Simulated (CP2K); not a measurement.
Runs of CP2K 2026.2 on TiAl. The structure is cubic, space group Pm-3m (No. 221). Conventional cell: a = 3.179 Å, b = 3.179 Å, c = 3.179 Å, α = 90.00°, β = 90.00°, γ = 90.00°. Around Ti (site symmetry m-3m) lie 8 Al at 2.75 Å. Around Al (site symmetry m-3m) lie 8 Ti at 2.75 Å. The cell comes from a database or a generator and needn't be the stable form of this composition.

```tsv
task	level	smearing	NGRIDS	CUTOFF of the grids	cutoff of the non-local correlation (Ry)	points a segment of the path (NPOINTS)	bands added on the path	gap on the mesh (eV)	pressure (GPa)
single point	vdW-DF-cx	fermi-dirac 0.05 eV	4	675 Ry	300	-	-	none	-0.9
single point	BEEF-vdW	fermi-dirac 0.05 eV	4	675 Ry	300	-	-	none	0.0
single point	RPBE	gaussian 0.02 eV	5	450 Ry	-	-	-	none	2.4
single point	RPBE	fermi-dirac 0.05 eV	4	675 Ry	-	-	-	none	2.5
band structure	PBEsol	fermi-dirac 0.05 eV	4	675 Ry	-	10	6	none	-1.4
band structure	HLE17	fermi-dirac 0.05 eV	4	675 Ry	-	10	6	none	(b)
band structure	LDA	fermi-dirac 0.05 eV	4	675 Ry	-	10	6	none	(a)
```

Alike in all rows: potentials or basis POTENTIAL_UZH Ti GTH-PBE-q12, Al GTH-PBE-q3; TZVP-MOLOPT-PBE-GTH basis; no spin polarisation; cell as given; k mesh 8 × 8 × 8.

Estimate the missing entries.

(a) -3.4; (b) -14.1.

Caveats: the potentials were made for another functional, which shifts forces and pressure; the basis of atomic orbitals isn't converged, which shifts pressures, moduli and gaps; the potentials were made for a functional far from this one (some runs).

A gap of «none» marks a metal or a gap under the smearing width.

Runs at the PBE level aren't shown here.
